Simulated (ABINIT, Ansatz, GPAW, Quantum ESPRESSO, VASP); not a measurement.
ZnS: programs and potentials compared

```
Zn S
1.0
     3.82270    0.00000    0.00000
    -1.91135    3.31056    0.00000
     0.00000    0.00000   12.52000
Zn S
4 4
Direct
  0.66667 0.33333 0.75000
  0.33333 0.66667 0.25000
  0.00000 0.00000 0.50000
  0.00000 0.00000 0.00000
  0.66667 0.33333 0.93750
  0.33333 0.66667 0.43750
  0.00000 0.00000 0.68750
  0.00000 0.00000 0.18750
```

Alike in all runs: task single point; functional PBE; k mesh 8 × 8 × 3; occupations fermi-dirac, width 0.05 eV; no spin polarisation; no spin-orbit coupling. Pressure is positive in compression and, in plane waves, holds the error of the finite cutoff.

```csv
program and potentials,plane-wave cutoff (eV),notes,pressure (GPa)
"ABINIT, JTH PAW PBE v2.0",599,9 valence electrons an atom on average,1.08
"VASP, PBE PAW files S, Zn, 520 eV",520,9 valence electrons an atom on average,1.49
"Ansatz, all-electron LAPW, scalar-relativistic",-,-,1.34
"Quantum ESPRESSO, SSSP 1.3 efficiency PBE",748,13 valence electrons an atom on average,1.34
"GPAW, GPAW PAW data sets (gpaw-data 1.2.1)",600,9 valence electrons an atom on average,?
```

**Question.** Estimate from the other rows what the run with GPAW, GPAW PAW data sets (gpaw-data 1.2.1) gave.

**Answer.** Pressure 1.35 GPa. The other rows, which needn't bracket it: pressure 1.08 to 1.49.
